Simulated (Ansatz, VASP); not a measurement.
**Ta: VASP beside Ansatz**

INCAR

```
SYSTEM = Ta
ALGO = Normal
EDIFF = 1E-7
ENCUT = 520
GGA = PE
ISIF = 2
ISMEAR = -1
LASPH = .True.
LCHARG = .False.
LREAL = .False.
LWAVE = .False.
NBANDS = 12
NELM = 100
PREC = Accurate
SIGMA = 0.1
```

Contents of KPOINTS:

```
k-points
0
Gamma
  14 14 14
  0 0 0
```

The input POSCAR:

```
Ta
1.0
    0.0000000000      2.0829639951      2.0829639951
    2.0829639951      0.0000000000      2.0829639951
    2.0829639951      2.0829639951      0.0000000000
Ta
1
Direct
    0.0000000000      0.0000000000      0.0000000000
```

Input for Ansatz:

```yaml
crystal:
  lattice:
    - [0.0, 2.0829639951, 2.0829639951]
    - [2.0829639951, 0.0, 2.0829639951]
    - [2.0829639951, 2.0829639951, 0.0]
  atoms:
    - { symbol: Ta, position: [0.0, 0.0, 0.0] }
hamiltonian:
  xc: pbe
  pseudopotentials:
    kind: paw
    azcp:
      Ta: "pseudopotentials/Ta.paw.azcp"
basis:
  ecutwfc: 420
  fft_grid_basis: typed
kpoints:
  mp_grid: { grid: [14, 14, 14], shift: [0, 0, 0] }
magnetization:
  spin_polarized: false
scf:
  occupations: { method: fermi_dirac, width: 0.1 }
  lower_state_search: "off"
output:
  stress: true
  write_density: true
  write_potential: true
  elf: true
  volumetric_format: npy
```

Alike in both runs: task single point; functional PBE; k mesh 14 × 14 × 14; occupations fermi-dirac, width 0.1 eV; no spin polarisation.

|  | VASP | Ansatz |
| --- | --- | --- |
| version | VASP 6.6.1 | Ansatz 0.2.0 |
| potentials or method | VASP PAW PBE potentials, release 64 (Ta_pv) | plane waves (420 eV) with PAW, scalar-relativistic |
| plane-wave cutoff (eV) | 520 | 420 |
| valence electrons in the cell | 11 | 13 |

```csv
,VASP,Ansatz,Ansatz less VASP
pressure (GPa),8.5,8.5,-0.07
```

The two sets of potentials don't hold the same shells in valence.

The runs have no spin-orbit coupling, so splittings on Ta are missing.
